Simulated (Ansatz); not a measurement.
SnO:

```
CELL_PARAMETERS angstrom
3.81370 0.00000 0.00000
0.00000 3.81370 0.00000
0.00000 0.00000 4.88691
ATOMIC_POSITIONS crystal
Sn 0.50000 0.00000 0.76463
Sn 0.00000 0.50000 0.23537
O 0.00000 0.00000 0.00000
O 0.50000 0.50000 0.00000
```

The cell is a database's computed one.

Program: Ansatz 0.2.0. Alike in all runs: potentials or basis Ansatz PAW; cell as given; smearing fermi-dirac 0.05 eV.

Question: Order these runs on this cell by their band gap on the k mesh, lowest first.
A. level r2SCAN0; spin off; k mesh 4 × 4 × 3; cutoff (eV) 500; share of exact exchange 0.25; mesh quality coarse
B. level PBE; spin SOC, no magnetisation; k mesh 7 × 7 × 6; cutoff (eV) 420; points for each segment of the path 14; mesh quality not flagged
C. level r2SCAN0 form with a typed share of exact exchange; spin off; k mesh 4 × 4 × 3; cutoff (eV) 500; share of exact exchange 0.5; mesh quality coarse

Answer: B (0.36 eV), A (1.29 eV), C (2.36 eV).

Caveats: some runs use coarse meshes; odd divisions of the mesh miss points on the zone boundary, where band edges often lie, so the gap on the mesh can be too wide (some runs); spin-orbit coupling is left out, which moves the levels of the heavy elements (some runs); the k mesh misses the band edges, so the gap on the mesh is wider than the one along the path (some runs).

A k mesh can miss the band edges, odd and even meshes differently.
